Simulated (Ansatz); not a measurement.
# MgS (Niningerite) (Fm-3m) in Ansatz: settings compared

One crystal, MgS (Niningerite), is run at these levels: LDA, PBE; tasks: projected density of states.

All numbers are computed with Ansatz 0.2.0; they aren't measurements. Logs are shortened: lines on timing, memory, paths and dates and some standing lists are left out, and cuts for length are marked.

## Step 1: The structure

The structure is cubic, space group Fm-3m (No. 225). The conventional cell has a = 5.203 Å, b = 5.203 Å, c = 5.203 Å, α = 90.00°, β = 90.00°, γ = 90.00°. S (site symmetry m-3m) is surrounded by 6 Mg at 2.60 Å. Mg (site symmetry m-3m) is surrounded by 6 S at 2.60 Å.

## Step 2: Projected density of states, LDA

Input file input.yaml:

```yaml
crystal:
  lattice:
    - [0.0, 2.60165, 2.60165]
    - [2.60165, 0.0, 2.60165]
    - [2.60165, 2.60165, 0.0]
  atoms:
    - { symbol: S, position: [0.5, 0.5, 0.5] }
    - { symbol: Mg, position: [0.0, 0.0, 0.0] }
hamiltonian:
  xc: lda
  pseudopotentials: { kind: paw }
kpoints:
  mp_grid: { grid: [5, 5, 5] }
scf:
  occupations: { method: fermi_dirac, width: 0.05 }
  n_extra_bands: 6
output:
  forces: true
  stress: true
  eigenvalues: true
  dos: { projected: true, de: 0.05, nscf_kmesh: { grid: [8, 8, 8] } }
  write_density: true
  write_potential: true
  elf: true
  volumetric_format: npy
```

Potentials or basis: Ansatz PAW.

Command:

```sh
ansatz run input.yaml --threads 2 --pin off --max-ram 5632MiB --backend cpu --events-out ev --progress --plain --runs-dir out
```

Log:

```text
Warning: RAYON_NUM_THREADS=2 ignored (pool sized by the plan → 2); use --threads N
scf.n_extra_bands = 6 over 8 filled bands (N_el = 16.0): the run solves 14 bands
Engine: ansatz 0.2.0, x86_64-unknown-linux-gnu
Pseudopotentials: kind: paw
Pseudopotential: S, paw, valence charge 6, recommended cutoff 420 eV (normal), S.paw.azcp
Pseudopotential: Mg, paw, valence charge 10, recommended cutoff 420 eV (normal), Mg.paw.azcp
Functional definition: SPW92
  exchange = slater_x
  correlation = pw_c
Crystal: 2 atoms, lattice volume = 35.219 Å³
Basis set: ecut = 420 eV, 701 PW (Γ)
Bands: 14, of which v1, the nominal top of the filled ones, is band 8 counted from 1 (7 counted from 0)
Symmetry: 48 space group operations
Space group: Fm-3m (ITA 225), of the structure as read, at distance tolerance 3.3e-5 Å
k-points: 10 of 125
Non-local potential: S, projectors of the file, l = 0: 2, l = 1: 2, l = 2: 2
Non-local potential: Mg, projectors of the file, l = 0: 3, l = 1: 2, l = 2: 1
PAW form: soft (Blöchl's): semilocal exchange-correlation on the pseudo side does not see the compensation charge
PAW frozen core: S, regenerated for the run's functional, and the local potential with it (the file was generated under x = pbe(κ = 0.804, μ = 0.2195149727645171), c = pbe(β = 0.06672455060314922))
PAW frozen core: Mg, regenerated for the run's functional, and the local potential with it (the file was generated under x = pbe(κ = 0.804, μ = 0.2195149727645171), c = pbe(β = 0.06672455060314922))
PAW one-centre angular grid: S, 110 points (default); XC on 64 Gauss nodes
PAW one-centre angular grid: Mg, 110 points (default); XC on 64 Gauss nodes
Initial density: superposition of atomic densities (neutral atoms: chi_scale 0, normalization atom), corrected by the library's trained network
Initial wavefunctions: pseudopotential atomic-orbital guess
Functional: x = slater, c = lda
SCF iter   1: F=—  HF=-2774.156410 eV  |F-HF|=—  |Δ(HF+E_count)|=         —  Δρ=6.61e-3  dr2=8.43e-3  ethr=1.77e-3  ⟨swp⟩=6.4  Hψ=797  notcnv=0
preconditioner: auto → none  [insulator: Δε(μ)=2.928 eV  Ē_g=13.253 eV  σ=0.050 eV  W_gap=1.00  n_scr=8 (ndim 8)  ℏωp=17.7 eV  f_vac=0.000  D(μ)=0.00/eV (n_scr^D=0)  ε∞_Penn≈2.8]
SCF iter   2: F=—  HF=-2774.151034 eV  |F-HF|=—  |Δ(HF+E_count)|=   5.38e-3  Δρ=2.50e-3  dr2=1.13e-3  ethr=5.27e-5  ⟨swp⟩=2.3  Hψ=298  notcnv=0  defer=9
SCF iter   3: F=—  HF=-2774.150470 eV  |F-HF|=—  |Δ(HF+E_count)|=   5.63e-4  Δρ=3.85e-4  dr2=3.14e-5  ethr=7.03e-6  ⟨swp⟩=2.0  Hψ=159  notcnv=0  defer=9
SCF iter   4: F=—  HF=-2774.150461 eV  |F-HF|=—  |Δ(HF+E_count)|=   9.26e-6  Δρ=5.40e-5  dr2=9.77e-7  ethr=1.96e-7  ⟨swp⟩=1.7  Hψ=147  notcnv=0  defer=9
iter 5 did not close the SCF: its close was put off for the readings that it lacked (scf_convergence_deferred on its scf_iter line)
SCF iter   5: F=-2774.150461 eV  HF=-2774.150461 eV  |F-HF|=1.27e-8  |Δ(HF+E_count)|=   4.34e-7  Δρ=8.70e-6  dr2=2.50e-8  ethr=6.11e-9  ⟨swp⟩=2.3  Hψ=176  notcnv=0  defer=9
SCF iter   6: F=-2774.150461 eV  HF=-2774.150461 eV  |F-HF|=2.12e-9  |Δ(HF+E_count)|=   3.73e-9  Δρ=2.53e-6  dr2=2.51e-9  ethr=1.56e-10  ⟨swp⟩=8.5  Hψ=794  notcnv=0
SCF 1 converged in 6 iterations: F = -2774.150461 eV  dr2 = 2.51e-9
NSCF: frozen V_eff on 29 k-points
SCF converged after 6 iterations
Free energy (F): -2774.150461 eV
Harris-Foulkes:  -2774.150461 eV  (|F-HF|=2.12e-9)
Internal energy: -2774.150461 eV  (E = F + TS)
E sigma→0 (E₀):  -2774.150461 eV
Fermi energy:    7.664311 eV
--- Per-component energies (eV) ---
  E_band       = -333.570172
  E_kinetic    = 185.698669
  E_local      = -1666.749536  (includes V_loc(G=0)·N_el)
  E_nonlocal   = 125.205660
  E_hartree    = 592.120921
  E_xc         = -126.590407
  E_vxc        = -127.174926  (∫ρ·V_xc dr)
  E_paw        = -840.399424  (= ΣΔE_a)
  E_vpaw       = -34.791344  (= ΣTr[D̂ρ^β])
  E_aug_tail   = 0.000001  (compensation charges beyond the density's cutoff)
  E_ewald      = -1043.740020
  E_core_change = 0.303677  (= ΣΔE_core)
  E_smearing   = -0.000000  (= −TS)
  E_closure    = -0.000000  (closes the sum)
  Σ components = -2774.150461   (vs F -2774.150461, Δ=0.00e0)
--- Forces (eV/Å), atoms counted from 1 ---
  atom   1  S      0.00000000    -0.00000000    -0.00000000
  atom   2  Mg    -0.00000000     0.00000000     0.00000000
  max |Σ_I F_I| component: 2.91e-30 eV/Å
--- Stress (GPa, compression-positive) ---
       -3.178226      -0.000000      -0.000000
        0.000000      -3.178226       0.000000
       -0.000000       0.000000      -3.178226
  P = ⅓ Tr σ = -3.1782 GPa (-31.782 kbar)
--- Band table (eV; the first three rows and the last of 10) ---
  k-point 0: bands = ["-67.8324", "-35.2575", "-35.2575", "-35.2575", "-6.4573", "6.1962", "6.1962", "6.1962", "9.6723", "13.9868", "13.9868", "13.9868", "16.3574", "16.3574"]
  k-point 1: bands = ["-67.8322", "-35.2599", "-35.2579", "-35.2579", "-6.0771", "4.0436", "5.9653", "5.9653", "10.9296", "13.8502", "14.1187", "14.1187", "15.8002", "15.8002"]
  k-point 2: bands = ["-67.8321", "-35.2637", "-35.2584", "-35.2584", "-5.2886", "1.6718", "5.6508", "5.6508", "10.6469", "13.0678", "13.0678", "15.8727", "17.6602", "18.6935"]
  k-point 9: bands = ["-67.8319", "-35.2626", "-35.2610", "-35.2596", "-4.8326", "2.4090", "3.4556", "4.3897", "11.1442", "13.0569", "13.5083", "15.8529", "18.7631", "19.6177"]
```

Wall time 0.48 s (2 threads of Intel Xeon Platinum 8488C (Sapphire Rapids), shared host); peak memory 0.33 GiB.

Results:

- Free energy: -2774.1505 eV
- Pressure: -3.2 GPa
- Band gap on the k mesh: 2.97 eV, indirect (least direct gap 3.48 eV)

States per cell in windows of 0.5 eV (zero at the valence-band top; states under -8 eV left out):
```csv
from (eV),total,S 3p,Mg 3s,S 3s
-8.0,0.00,0.00,0.00,0.00
-7.5,0.00,0.00,0.00,0.00
-7.0,0.00,0.00,0.00,0.00
-6.5,0.00,0.00,0.00,0.00
-6.0,0.00,0.00,0.00,0.00
-5.5,0.00,0.00,0.00,0.00
-5.0,0.07,0.05,0.02,0.00
-4.5,0.43,0.33,0.08,0.01
-4.0,1.00,0.83,0.13,0.03
-3.5,0.25,0.20,0.03,0.02
-3.0,0.49,0.44,0.03,0.01
-2.5,0.54,0.49,0.02,0.01
-2.0,0.81,0.75,0.03,0.01
-1.5,1.00,0.95,0.02,0.00
-1.0,1.00,0.97,0.00,0.00
-0.5,0.40,0.39,0.00,0.00
0.0,0.00,0.00,0.00,0.00
0.5,0.00,0.00,0.00,0.00
1.0,0.00,0.00,0.00,0.00
1.5,0.00,0.00,0.00,0.00
2.0,0.00,0.00,0.00,0.00
2.5,0.01,0.00,0.01,0.00
3.0,0.08,0.01,0.06,0.00
3.5,0.15,0.01,0.09,0.01
4.0,0.26,0.03,0.14,0.01
4.5,0.63,0.07,0.24,0.03
5.0,0.94,0.09,0.27,0.05
5.5,0.28,0.02,0.03,0.01
6.0,0.67,0.03,0.04,0.00
6.5,0.71,0.04,0.07,0.00
7.0,0.62,0.02,0.04,0.00
7.5,0.69,0.02,0.02,0.00
```

Caveat: odd divisions of the mesh miss points on the zone boundary, where band edges often lie, so the gap on the mesh can be too wide; the PAW data sets come from PBE, with cores solved anew for the run's functional, which leaves a small shift of forces and pressure; the density of states is complete only up to the lowest level of the last band computed. A k mesh can miss the band edges.

## Step 3: Projected density of states, PBE

Changes to input.yaml since step 2:

```diff
@@ -9,3 +9,3 @@
 hamiltonian:
-  xc: lda
+  xc: pbe
   pseudopotentials: { kind: paw }
@@ -21,5 +21 @@
   dos: { projected: true, de: 0.05, nscf_kmesh: { grid: [8, 8, 8] } }
-  write_density: true
-  write_potential: true
-  elf: true
-  volumetric_format: npy
```

Potentials or basis: Ansatz PAW.

Command:

```sh
ansatz run input.yaml --threads 2 --pin off --max-ram 5632MiB --backend cpu --events-out ev --progress --plain --runs-dir out
```

It took 0.52 s on 2 threads of Intel Xeon Platinum 8488C (Sapphire Rapids), shared host; peak memory 0.32 GiB.

Results (log left out):

| Item | Value |
| --- | --- |
| Free energy | -2828.7359 eV |
| Pressure | 1.3 GPa |
| Band gap on the k mesh | 3.20 eV, indirect (least direct gap 3.72 eV) |

Levels at points of the mesh, in eV from the valence-band top:
```tsv
k point	band 5	band 6	band 7	band 8	band 9	band 10	band 11	band 12
(0.00, 0.00, 0.00)	-12.67	0.00	0.00	0.00	3.72	7.91	7.91	7.91
```

States per cell in windows of 0.5 eV (zero at the valence-band top; states under -8 eV left out):
| from (eV) | total | S 3p | Mg 3s | S 3s |
| --- | --- | --- | --- | --- |
| -8.0 | 0.00 | 0.00 | 0.00 | 0.00 |
| -7.5 | 0.00 | 0.00 | 0.00 | 0.00 |
| -7.0 | 0.00 | 0.00 | 0.00 | 0.00 |
| -6.5 | 0.00 | 0.00 | 0.00 | 0.00 |
| -6.0 | 0.00 | 0.00 | 0.00 | 0.00 |
| -5.5 | 0.00 | 0.00 | 0.00 | 0.00 |
| -5.0 | 0.06 | 0.04 | 0.01 | 0.00 |
| -4.5 | 0.40 | 0.31 | 0.08 | 0.01 |
| -4.0 | 1.03 | 0.86 | 0.13 | 0.03 |
| -3.5 | 0.26 | 0.20 | 0.03 | 0.02 |
| -3.0 | 0.50 | 0.44 | 0.03 | 0.01 |
| -2.5 | 0.55 | 0.50 | 0.02 | 0.01 |
| -2.0 | 0.84 | 0.78 | 0.03 | 0.01 |
| -1.5 | 1.02 | 0.97 | 0.01 | 0.00 |
| -1.0 | 1.00 | 0.97 | 0.00 | 0.00 |
| -0.5 | 0.35 | 0.34 | 0.00 | 0.00 |
| 0.0 | 0.00 | 0.00 | 0.00 | 0.00 |
| 0.5 | 0.00 | 0.00 | 0.00 | 0.00 |
| 1.0 | 0.00 | 0.00 | 0.00 | 0.00 |
| 1.5 | 0.00 | 0.00 | 0.00 | 0.00 |
| 2.0 | 0.00 | 0.00 | 0.00 | 0.00 |
| 2.5 | 0.00 | 0.00 | 0.00 | 0.00 |
| 3.0 | 0.05 | 0.00 | 0.04 | 0.00 |
| 3.5 | 0.12 | 0.01 | 0.08 | 0.00 |
| 4.0 | 0.22 | 0.02 | 0.13 | 0.01 |
| 4.5 | 0.48 | 0.05 | 0.20 | 0.02 |
| 5.0 | 0.97 | 0.08 | 0.29 | 0.05 |
| 5.5 | 0.46 | 0.04 | 0.10 | 0.02 |
| 6.0 | 0.52 | 0.02 | 0.03 | 0.00 |
| 6.5 | 0.75 | 0.04 | 0.06 | 0.00 |
| 7.0 | 0.59 | 0.03 | 0.05 | 0.00 |
| 7.5 | 0.71 | 0.01 | 0.02 | 0.00 |

Caveat: odd divisions of the mesh miss points on the zone boundary, where band edges often lie, so the gap on the mesh can be too wide; the density of states is complete only up to the lowest level of the last band computed.
